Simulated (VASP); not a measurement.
# Si (I4/mmm) in VASP: a series of runs

One crystal, Si, is run at these levels: LDA, r2SCAN, TB-mBJ; tasks: band structure.

All numbers are computed with VASP 6.6.1; they aren't measurements. Logs are shortened: lines on timing, memory, paths and dates and some standing lists are left out, and cuts for length are marked.

## Step 1: The crystal as given

Symmetry: I4/mmm, No. 139, tetragonal system. Conventional cell: a = 6.651 Å, b = 6.651 Å, c = 3.845 Å, α = 90.00°, β = 90.00°, γ = 90.00°. Around Si (site symmetry m2m) lie 4 Si at 2.34 to 2.38 Å.

This isn't the form of Si at room conditions, which is diamond.

## Step 2: Band structure, LDA

Input file POSCAR:

```
Si
1.0
   -3.3254442900      3.3254442900      1.9223856600
    3.3254442900     -3.3254442900      1.9223856600
    3.3254442900      3.3254442900     -1.9223856600
Si
4
Direct
    0.8211989400      0.1788010600      0.0000000000
    0.1788010600      0.8211989400      0.0000000000
    0.8211989400      0.8211989400      0.6423978800
    0.1788010600      0.1788010600      0.3576021200
```

Input file INCAR.step1:

```
SYSTEM = Si
ALGO = Normal ; EDIFF = 1E-6
ENCUT = 520 ; ISIF = 2
ISMEAR = 0 ; LASPH = .TRUE.
LCHARG = .TRUE. ; LREAL = .FALSE.
LWAVE = .FALSE. ; NBANDS = 16
NELM = 60 ; PREC = Accurate
SIGMA = 0.02
```

Input file KPOINTS.step1:

```
k-points
0
G
  8 8 8
  0 0 0
```

Input file INCAR.step2:

```
SYSTEM = Si
ALGO = Normal ; EDIFF = 1E-6
ENCUT = 520 ; ICHARG = 11
ISIF = 2 ; ISMEAR = 0
LASPH = .TRUE. ; LCHARG = .FALSE.
LREAL = .FALSE. ; LWAVE = .FALSE.
NBANDS = 16 ; NELM = 60
PREC = Accurate ; SIGMA = 0.05
```

Input file KPOINTS.step2:

```
path GXMGZPNZ1M,XP
15
line-mode
reciprocal
 0.0000000000  0.0000000000  0.0000000000  G
 0.0000000000  0.0000000000  0.5000000000  X

 0.0000000000  0.0000000000  0.5000000000  X
-0.5000000000  0.5000000000  0.5000000000  M

-0.5000000000  0.5000000000  0.5000000000  M
 0.0000000000  0.0000000000  0.0000000000  G

 0.0000000000  0.0000000000  0.0000000000  G
 0.3335452363  0.3335452363 -0.3335452363  Z

 0.3335452363  0.3335452363 -0.3335452363  Z
 0.2500000000  0.2500000000  0.2500000000  P

 0.2500000000  0.2500000000  0.2500000000  P
 0.0000000000  0.5000000000  0.0000000000  N

 0.0000000000  0.5000000000  0.0000000000  N
-0.3335452363  0.6664547637  0.3335452363  Z1

-0.3335452363  0.6664547637  0.3335452363  Z1
-0.5000000000  0.5000000000  0.5000000000  M

 0.0000000000  0.0000000000  0.5000000000  X
 0.2500000000  0.2500000000  0.2500000000  P
```

Potentials or basis: VASP PAW LDA potentials, release 64 (Si).

Started as:

```sh
> cat potpaw_LDA.64/Si/POTCAR > POTCAR
> cp INCAR.step1 INCAR
> cp KPOINTS.step1 KPOINTS
> mpirun -np 1 vasp_std > vasp.out
> cp INCAR.step2 INCAR
> cp KPOINTS.step2 KPOINTS
> mpirun -np 1 vasp_std > vasp.out
```

OUTCAR:

```text
SYSTEM = Si
   EDIFF = 1E-6
   ENCUT = 520
   ICHARG = 11
   ISIF = 2
   ISMEAR = 0
   LASPH = .TRUE.
   LREAL = .FALSE.
   NELM = 60
   PREC = Accurate

 ion  position               nearest neighbor table
   1  0.821  0.179  0.000-   2 2.34   2 2.34   4 2.38   3 2.38
   2  0.179  0.821  0.000-   1 2.34   1 2.34   4 2.38   3 2.38
   3  0.821  0.821  0.642-   4 2.34   4 2.34   1 2.38   2 2.38
   4  0.179  0.179  0.358-   3 2.34   3 2.34   2 2.38   1 2.38

  LATTYP: Found a body centered tetragonal cell.
 ALAT       =     6.6508885800
 C/A-ratio  =     0.5780838566

  Lattice vectors:

 A1 = (  -3.3254442900,   3.3254442900,   1.9223856600)
 A2 = (   3.3254442900,  -3.3254442900,   1.9223856600)
 A3 = (   3.3254442900,   3.3254442900,  -1.9223856600)

Analysis of symmetry for initial positions (statically):
=====================================================================
 Subroutine PRICEL returns:
 Original cell was already a primitive cell.

 Routine SETGRP: Setting up the symmetry group for a
 body centered tetragonal supercell.

 Subroutine GETGRP returns: Found 16 space group operations
 (whereof 16 operations were pure point group operations)
 out of a pool of 16 trial point group operations.

The static configuration has the point symmetry D_4h.

Analysis of symmetry for dynamics (positions and initial velocities):
=====================================================================
 Subroutine PRICEL returns:
 Original cell was already a primitive cell.

 Routine SETGRP: Setting up the symmetry group for a
 body centered tetragonal supercell.

 Subroutine GETGRP returns: Found 16 space group operations
 (whereof 16 operations were pure point group operations)
 out of a pool of 16 trial point group operations.

The dynamic configuration has the point symmetry D_4h.

 Subroutine INISYM returns: Found 16 space group operations
 (whereof 16 operations are pure point group operations),
 and found     1 'primitive' translations

----------------------------------------------------------------------------------------

                                     Primitive cell

  volume of cell :      85.0354

  direct lattice vectors                    reciprocal lattice vectors
    -3.325444290  3.325444290  1.922385660     0.000000000  0.150355849  0.260093492
     3.325444290 -3.325444290  1.922385660     0.150355849  0.000000000  0.260093492
     3.325444290  3.325444290 -1.922385660     0.150355849  0.150355849  0.000000000

  length of vectors
     5.080622607  5.080622607  5.080622607     0.300425542  0.300425542  0.212635281

  position of ions in fractional coordinates (direct lattice)
     0.821198940  0.178801060  0.000000000
     0.178801060  0.821198940  0.000000000
     0.821198940  0.821198940  0.642397880
     0.178801060  0.178801060  0.357602120

  ion indices of the primitive-cell ions
   primitive index   ion index
                 1           1
                 2           2
                 3           3
                 4           4

----------------------------------------------------------------------------------------

 KPOINTS: path GXMGZPNZ1M,XP

Interpolating k-points between supplied coordinates.

 Line segments in fractional coordinates (reciprocal lattice):
    0.000000  0.000000  0.000000  ...  0.000000  0.000000  0.500000
    0.000000  0.000000  0.500000  ... -0.500000  0.500000  0.500000
   -0.500000  0.500000  0.500000  ...  0.000000  0.000000  0.000000
    0.000000  0.000000  0.000000  ...  0.333545  0.333545 -0.333545
    0.333545  0.333545 -0.333545  ...  0.250000  0.250000  0.250000
    0.250000  0.250000  0.250000  ...  0.000000  0.500000  0.000000
    0.000000  0.500000  0.000000  ... -0.333545  0.666455  0.333545
   -0.333545  0.666455  0.333545  ... -0.500000  0.500000  0.500000
    0.000000  0.000000  0.500000  ...  0.250000  0.250000  0.250000

 Generated    15 points on each line segment, for a total of    135 k-points:

 Following reciprocal coordinates:
            Coordinates               Weight
  0.000000  0.000000  0.000000      0.007407
  0.000000  0.000000  0.035714      0.007407
  0.000000  0.000000  0.071429      0.007407
  0.000000  0.000000  0.107143      0.007407
  0.000000  0.000000  0.142857      0.007407
  0.000000  0.000000  0.178571      0.007407
[... 16 lines left out ...]
 -0.250000  0.250000  0.500000      0.007407
 -0.285714  0.285714  0.500000      0.007407
 [... further k-points ...]
   k-points           NKPTS =    135   k-points in BZ     NKDIM =    135   number of bands    NBANDS=     16
   number of dos      NEDOS =    301   number of ions     NIONS =      4
   total plane-waves  NPLWV =  64000
   dimension x,y,z NGX =    40 NGY =   40 NGZ =   40
   dimension x,y,z NGXF=    80 NGYF=   80 NGZF=   80
   ions per type =               4
   NGX,Y,Z   is equivalent  to a cutoff of  13.09, 13.09, 13.09 a.u.
   NGXF,Y,Z  is equivalent  to a cutoff of  26.18, 26.18, 26.18 a.u.
 SYSTEM =  Si
[... 66 lines left out ...]
  band No.  band energies     occupation
      1      -6.6597      2.00000
      2      -2.4359      2.00000
      3      -0.1955      2.00000
      4      -0.1955      2.00000
      5       1.6130      2.00000
      6       3.8953      2.00000
[... 8 lines left out ...]
     15      10.8062      0.00000
     16      12.0250      0.00000

 k-point     2 :       0.0000    0.0000    0.0357
  band No.  band energies     occupation
      1      -6.6527      2.00000
      2      -2.4677      2.00000
      3      -0.1942      2.00000
      4      -0.1899      2.00000
      5       1.6529      2.00000
      6       3.8865      2.00000
[... 8 lines left out ...]
     15      10.8209      0.00000
     16      12.0547      0.00000

 k-point     3 :       0.0000    0.0000    0.0714
  band No.  band energies     occupation
      1      -6.6316      2.00000
      2      -2.5593      2.00000
      3      -0.1897      2.00000
      4      -0.1734      2.00000
      5       1.7673      2.00000
      6       3.8609      2.00000
[... 8 lines left out ...]
     15      10.8647      0.00000
     16      12.1425      0.00000

 k-point     4 :       0.0000    0.0000    0.1071
  band No.  band energies     occupation
      1      -6.5966      2.00000
      2      -2.7008      2.00000
      3      -0.1807      2.00000
      4      -0.1461      2.00000
      5       1.9426      2.00000
      6       3.8214      2.00000
[... 8 lines left out ...]
     15      10.9373      0.00000
     16      12.2845      0.00000

 k-point     5 :       0.0000    0.0000    0.1429
  band No.  band energies     occupation
      1      -6.5477      2.00000
      2      -2.8801      2.00000
      3      -0.1660      2.00000
      4      -0.1085      2.00000
      5       2.1612      2.00000
      6       3.7717      2.00000
[... 8 lines left out ...]
     15      11.0378      0.00000
     16      12.4748      0.00000

 k-point     6 :       0.0000    0.0000    0.1786
  band No.  band energies     occupation
      1      -6.4854      2.00000
      2      -3.0851      2.00000
      3      -0.1458      2.00000
      4      -0.0613      2.00000
      5       2.4042      2.00000
      6       3.7159      2.00000
[... 8 lines left out ...]
     15      11.1655      0.00000
     16      12.7029      0.00000
[... 267 lines left out ...]
 k-point    21 :      -0.1786    0.1786    0.5000
  band No.  band energies     occupation
      1      -5.4597      2.00000
      2      -4.6582      2.00000
      3      -1.5928      2.00000
      4       1.5364      2.00000
      5       2.3278      2.00000
      6       2.9149      2.00000
[... 8 lines left out ...]
     15      10.7236      0.00000
     16      11.5677      0.00000

 k-point    22 :      -0.2143    0.2143    0.5000
  band No.  band energies     occupation
      1      -5.3777      2.00000
      2      -4.6307      2.00000
      3      -1.9190      2.00000
      4       1.3082      2.00000
      5       2.7583      2.00000
      6       2.8199      2.00000
[... 8 lines left out ...]
     15      10.6585      0.00000
     16      11.3204      0.00000

 k-point    23 :      -0.2500    0.2500    0.5000
  band No.  band energies     occupation
      1      -5.2814      2.00000
      2      -4.6010      2.00000
      3      -2.2317      2.00000
      4       1.0967      2.00000
      5       2.7343      2.00000
      6       3.1893      2.00000
[... 8 lines left out ...]
     15      10.6202      0.00000
     16      11.0673      0.00000

 k-point    24 :      -0.2857    0.2857    0.5000
  band No.  band energies     occupation
      1      -5.1715      2.00000
      2      -4.5705      2.00000
      3      -2.5298      2.00000
      4       0.9056      2.00000
      5       2.6589      2.00000
      6       3.6163      2.00000
[... 8 lines left out ...]
     15      10.6245      0.00000
     16      10.8195      0.00000

 [... further k-points ...]

------------------------ aborting loop because EDIFF is reached ----------------------------------------

  FORCE on cell =-STRESS in cart. coord.  units (eV):
  Direction    XX          YY          ZZ          XY          YZ          ZX
  --------------------------------------------------------------------------------------
  -------------------------------------------------------------------------------------
  Total       -0.7849974     -0.7849974      2.3938829      0.0000000      0.0000000     -0.0000000
  in kB      -14.7903663    -14.7903663     45.1038515      0.0000000      0.0000000     -0.0000000
  external PRESSURE =       5.1743729 kB  Pullay stress =       0.0000000 kB

 VOLUME and BASIS-vectors are now :
 -----------------------------------------------------------------------------
  energy-cutoff  :      520.00
  volume of cell :       85.04
      direct lattice vectors                 reciprocal lattice vectors
    -3.325444290  3.325444290  1.922385660     0.000000000  0.150355849  0.260093492
     3.325444290 -3.325444290  1.922385660     0.150355849  0.000000000  0.260093492
     3.325444290  3.325444290 -1.922385660     0.150355849  0.150355849  0.000000000

 POSITION                                       TOTAL-FORCE (eV/Angst)
 -----------------------------------------------------------------------------------
     -2.13626      2.13626      1.92239         0.091580     -0.091580      0.000000
      2.13626     -2.13626      1.92239        -0.091580      0.091580      0.000000
      2.13626      2.13626      1.92239        -0.091580     -0.091580      0.000000
      1.18919      1.18919     -0.00000         0.091580      0.091580     -0.000000
 -----------------------------------------------------------------------------------
    total drift:                               -0.000000     -0.000000      0.000000

  FREE ENERGIE OF THE ION-ELECTRON SYSTEM (eV)
  ---------------------------------------------------
  free  energy   TOTEN  =       -22.0960995586 eV

  energy  without entropy=      -22.0958698282  energy(sigma->0) =      -22.09598469
```

Wall time 2.2 min (1 thread of Intel Xeon Platinum 8488C (Sapphire Rapids), shared host); peak memory 0.26 GiB.

What came out:

* Band gap on the k mesh: 0.15 eV, indirect (least direct gap 0.28 eV)
* Band gap along the path: 0.15 eV, indirect (least direct gap 0.28 eV)

Levels at the corners of the path, in eV from the valence-band top:
```tsv
point	band 6	band 7	band 8	band 9	band 10	band 11
Γ	-1.48	-1.48	-0.55	1.39	1.51	1.51
X	-2.00	-1.91	-1.62	1.53	1.84	1.86
X	-2.00	-1.91	-1.62	1.53	1.84	1.86
M	-0.22	0.00	0.00	0.28	3.07	3.44
M	-0.22	0.00	0.00	0.28	3.07	3.44
Γ	-1.48	-1.48	-0.55	1.39	1.51	1.51
Γ	-1.48	-1.48	-0.55	1.39	1.51	1.51
Z	-3.76	-1.46	-1.46	2.25	4.36	4.36
Z	-3.76	-1.46	-1.46	2.25	4.36	4.36
P	-2.05	-2.05	-2.02	0.15	1.35	1.35
P	-2.05	-2.05	-2.02	0.15	1.35	1.35
N	-3.51	-2.38	-1.42	0.75	2.30	2.94
N	-3.51	-2.38	-1.42	0.75	2.30	2.94
Z1	-3.76	-1.46	-1.46	2.25	4.36	4.36
Z1	-3.76	-1.46	-1.46	2.25	4.36	4.36
M	-0.22	0.00	0.00	0.28	3.07	3.44
X	-2.00	-1.91	-1.62	1.53	1.84	1.86
P	-2.05	-2.05	-2.02	0.15	1.35	1.35
```

Caveat: the log is that of the step along the path at fixed density, whose energy, stress, charges and moments have no meaning. Expect the measured gap to be larger: semilocal functionals such as LDA lack the derivative discontinuity.

## Step 3: Band structure, r2SCAN

Input file INCAR:

```
SYSTEM = Si
ALGO = Normal ; EDIFF = 1E-6
ENCUT = 520 ; ISIF = 2
ISMEAR = 0 ; LASPH = .TRUE.
LCHARG = .FALSE. ; LMIXTAU = .TRUE.
LREAL = .FALSE. ; LWAVE = .FALSE.
METAGGA = R2SCAN ; NBANDS = 16
NELM = 60 ; PREC = Accurate
SIGMA = 0.02
```

Input file KPOINTS:

```
k-points
0
G
  8 8 8
  0 0 0
```

POSCAR is that of step 2.

Input file KPOINTS_OPT:

```
path GXMGZPNZ1M,XP
15
line-mode
reciprocal
 0.0000000000  0.0000000000  0.0000000000  G
 0.0000000000  0.0000000000  0.5000000000  X

 0.0000000000  0.0000000000  0.5000000000  X
-0.5000000000  0.5000000000  0.5000000000  M

-0.5000000000  0.5000000000  0.5000000000  M
 0.0000000000  0.0000000000  0.0000000000  G

 0.0000000000  0.0000000000  0.0000000000  G
 0.3335452363  0.3335452363 -0.3335452363  Z

 0.3335452363  0.3335452363 -0.3335452363  Z
 0.2500000000  0.2500000000  0.2500000000  P

 0.2500000000  0.2500000000  0.2500000000  P
 0.0000000000  0.5000000000  0.0000000000  N

 0.0000000000  0.5000000000  0.0000000000  N
-0.3335452363  0.6664547637  0.3335452363  Z1

-0.3335452363  0.6664547637  0.3335452363  Z1
-0.5000000000  0.5000000000  0.5000000000  M

 0.0000000000  0.0000000000  0.5000000000  X
 0.2500000000  0.2500000000  0.2500000000  P
```

Potentials or basis: VASP PAW PBE potentials, release 64 (Si).

Started as:

```sh
> cat potpaw_PBE.64/Si/POTCAR > POTCAR
> mpirun -np 1 vasp_std > vasp.out
```

Wall time 9.5 min (1 thread of Intel Xeon Platinum 8488C (Sapphire Rapids), shared host); peak memory 0.28 GiB.

Results (log left out):

```yaml
Free_energy: -34.6291 eV
Pressure: -0.1 GPa
Band_gap_on_the_k_mesh: 0.46 eV, indirect (least direct gap 0.59 eV)
Band_gap_along_the_path: 0.40 eV, indirect (least direct gap 0.59 eV)
```

Stress tensor (GPa, compression positive):
```
-0.09  0.00  0.00
 0.00 -0.09  0.00
 0.00  0.00 -0.18
```

Levels at the corners of the path, in eV from the valence-band top:
```
point  band 5  band 6  band 7  band 8  band 9  band 10  band 11  band 12
    Γ   -3.95   -1.59   -1.59   -0.60    1.57     1.87     1.87     2.53
    X   -2.99   -2.12   -1.95   -1.73    1.89     2.15     2.17     4.35
    X   -2.99   -2.12   -1.95   -1.73    1.89     2.15     2.17     4.35
    M   -3.11   -0.25    0.00    0.00    0.59     3.76     3.82     4.29
    M   -3.11   -0.25    0.00    0.00    0.59     3.76     3.82     4.29
    Γ   -3.95   -1.59   -1.59   -0.60    1.57     1.87     1.87     2.53
    Γ   -3.95   -1.59   -1.59   -0.60    1.57     1.87     1.87     2.53
    Z   -4.28   -3.89   -1.53   -1.53    2.55     4.73     4.73     4.80
    Z   -4.28   -3.89   -1.53   -1.53    2.55     4.73     4.73     4.80
    P   -3.58   -2.16   -2.16   -2.16    0.48     1.67     1.67     2.54
    P   -3.58   -2.16   -2.16   -2.16    0.48     1.67     1.67     2.54
    N   -4.57   -3.62   -2.52   -1.52    1.03     2.68     3.30     3.77
    N   -4.57   -3.62   -2.52   -1.52    1.03     2.68     3.30     3.77
   Z1   -4.28   -3.89   -1.53   -1.53    2.55     4.73     4.73     4.80
   Z1   -4.28   -3.89   -1.53   -1.53    2.55     4.73     4.73     4.80
    M   -3.11   -0.25    0.00    0.00    0.59     3.76     3.82     4.29
    X   -2.99   -2.12   -1.95   -1.73    1.89     2.15     2.17     4.35
    P   -3.58   -2.16   -2.16   -2.16    0.48     1.67     1.67     2.54
```

Caveat: the PAW data sets were made with another functional, which shifts forces and pressure a little. r2SCAN opens gaps a little over a GGA but as a rule still falls short of measured ones.

## Step 4: Band structure, TB-mBJ

POSCAR is that of step 3.

Input file INCAR.step1:

```
SYSTEM = Si
ALGO = Normal ; EDIFF = 1E-5
ENCUT = 520 ; GGA = PE
ISIF = 2 ; ISMEAR = 0
LASPH = .TRUE. ; LCHARG = .FALSE.
LREAL = .FALSE. ; LWAVE = .TRUE.
NBANDS = 16 ; NELM = 60
PREC = Accurate ; SIGMA = 0.02
```

Input file INCAR.step2:

```
SYSTEM = Si
ALGO = Normal ; EDIFF = 1E-6
ENCUT = 520 ; ISIF = 2
ISMEAR = 0 ; ISTART = 1
LASPH = .TRUE. ; LCHARG = .FALSE.
LREAL = .FALSE. ; LWAVE = .FALSE.
METAGGA = MBJ ; NBANDS = 16
NELM = 60 ; PREC = Accurate
SIGMA = 0.02
```

KPOINTS is that of step 3.

KPOINTS_OPT is that of step 3.

Started as:

```sh
> cat potpaw_PBE.64/Si/POTCAR > POTCAR
> cp INCAR.step1 INCAR
> mpirun -np 1 vasp_std > vasp.out
> cp INCAR.step2 INCAR
> mpirun -np 1 vasp_std > vasp.out
```

Run time: 5.4 min. Hardware: 1 thread of Intel Xeon Platinum 8488C (Sapphire Rapids), shared host; peak memory 0.31 GiB.

The run converged. Its results:

| Item | Value |
| --- | --- |
| Band gap on the k mesh | 0.99 eV, indirect (least direct gap 1.09 eV) |
| Band gap along the path | 0.99 eV, indirect (least direct gap 1.09 eV) |

Levels at the corners of the path, in eV from the valence-band top:
| point | band 5 | band 6 | band 7 | band 8 | band 9 | band 10 | band 11 | band 12 |
| --- | --- | --- | --- | --- | --- | --- | --- | --- |
| Γ | -3.54 | -1.47 | -1.47 | -0.52 | 2.10 | 2.29 | 2.29 | 2.98 |
| X | -2.65 | -1.91 | -1.66 | -1.59 | 2.34 | 2.49 | 2.61 | 4.70 |
| X | -2.65 | -1.91 | -1.66 | -1.59 | 2.34 | 2.49 | 2.61 | 4.70 |
| M | -2.84 | -0.27 | 0.00 | 0.00 | 1.09 | 4.04 | 4.18 | 4.69 |
| M | -2.84 | -0.27 | 0.00 | 0.00 | 1.09 | 4.04 | 4.18 | 4.69 |
| Γ | -3.54 | -1.47 | -1.47 | -0.52 | 2.10 | 2.29 | 2.29 | 2.98 |
| Γ | -3.54 | -1.47 | -1.47 | -0.52 | 2.10 | 2.29 | 2.29 | 2.98 |
| Z | -3.80 | -3.62 | -1.34 | -1.34 | 3.07 | 5.03 | 5.03 | 5.20 |
| Z | -3.80 | -3.62 | -1.34 | -1.34 | 3.07 | 5.03 | 5.03 | 5.20 |
| P | -3.26 | -1.94 | -1.94 | -1.92 | 0.99 | 2.12 | 2.12 | 2.99 |
| P | -3.26 | -1.94 | -1.94 | -1.92 | 0.99 | 2.12 | 2.12 | 2.99 |
| N | -4.15 | -3.22 | -2.23 | -1.37 | 1.53 | 3.06 | 3.66 | 4.20 |
| N | -4.15 | -3.22 | -2.23 | -1.37 | 1.53 | 3.06 | 3.66 | 4.20 |
| Z1 | -3.80 | -3.62 | -1.34 | -1.34 | 3.07 | 5.03 | 5.03 | 5.20 |
| Z1 | -3.80 | -3.62 | -1.34 | -1.34 | 3.07 | 5.03 | 5.03 | 5.20 |
| M | -2.84 | -0.27 | 0.00 | 0.00 | 1.09 | 4.04 | 4.18 | 4.69 |
| X | -2.65 | -1.91 | -1.66 | -1.59 | 2.34 | 2.49 | 2.61 | 4.70 |
| P | -3.26 | -1.94 | -1.94 | -1.92 | 0.99 | 2.12 | 2.12 | 2.99 |

Caveat: the PAW data sets were made with another functional, which shifts forces and pressure a little.

## Step 5: Overview

| level | potentials or basis | gap on the mesh (eV) |
| --- | --- | --- |
| LDA | VASP PAW LDA potentials, release 64 (Si) | 0.15 |
| r2SCAN | VASP PAW PBE potentials, release 64 (Si) | 0.46 |
| TB-mBJ | VASP PAW PBE potentials, release 64 (Si) | 0.99 |

Alike in all rows: task band structure; no spin polarisation; cell as given; k mesh 8 × 8 × 8; cutoff (eV) 520; smearing gaussian 0.02 eV.

Caveats: the PAW data sets were made with another functional, which shifts forces and pressure a little (some runs).

Total energies depend on the potentials used, so only differences within one code and one set of settings carry meaning.
